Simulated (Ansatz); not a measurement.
Structure: a 3-atom cell of SrCl₂ started from a crystallographic database, at its r2SCAN minimum. Around Sr lie 8 Cl at 3.03 Å; around Cl lie 4 Sr at 3.03 Å.

Space group Fm-3m (No. 225). a = 6.995 Å, b = 6.995 Å, c = 6.995 Å, α = 90.00°, β = 90.00°, γ = 90.00°

| atom | site | symmetry | x | y | z |
| --- | --- | --- | --- | --- | --- |
| Sr | 4a | m-3m | 0.0000 | 0.0000 | 0.0000 |
| Cl | 8c | -43m | 0.2500 | 0.7500 | 0.7500 |

The questions ask for values computed with Ansatz on this geometry. No spin polarisation and no zero-point or thermal motion.

Given (6×6×6 mesh): With PBE the valence top lies at X and the conduction bottom at Γ, 5.31 eV higher; the smallest vertical gap, at X, is 5.51 eV.

(1) Estimate the gap with r2SCAN on 6×6×6.

(2) What does DDH-PBE0 give for the gap (4×4×4 mesh)?

(3) What does G0W0@PBE with 634 empty bands, a screening cutoff of 220 eV and a 4×4×4 mesh give?

## Answers

(1) The r2SCAN gap is indirect, 5.94 eV (X to Γ), below the direct gap of 5.99 eV at X. The gap differs by +0.63 eV from PBE's.

(2) With DDH-PBE0 the valence top lies at X and the conduction bottom at Γ, 8.09 eV higher; the smallest vertical gap, at X, is 8.37 eV. The share of exact exchange is 0.344. The gap differs by +2.78 eV from PBE's.

(3) 7.55 eV (the shift on the mesh added to PBE's least gap). The quasiparticle gap on this mesh is 7.55 eV (X to Γ), against 5.31 eV from PBE: +2.24 eV. Renormalisation factors Z lie between 0.79 and 0.85. No extrapolation in bands, cutoff or mesh was made for G0W0.

The meshes of the hybrids are coarse, so their gaps aren't converged to the digits shown.
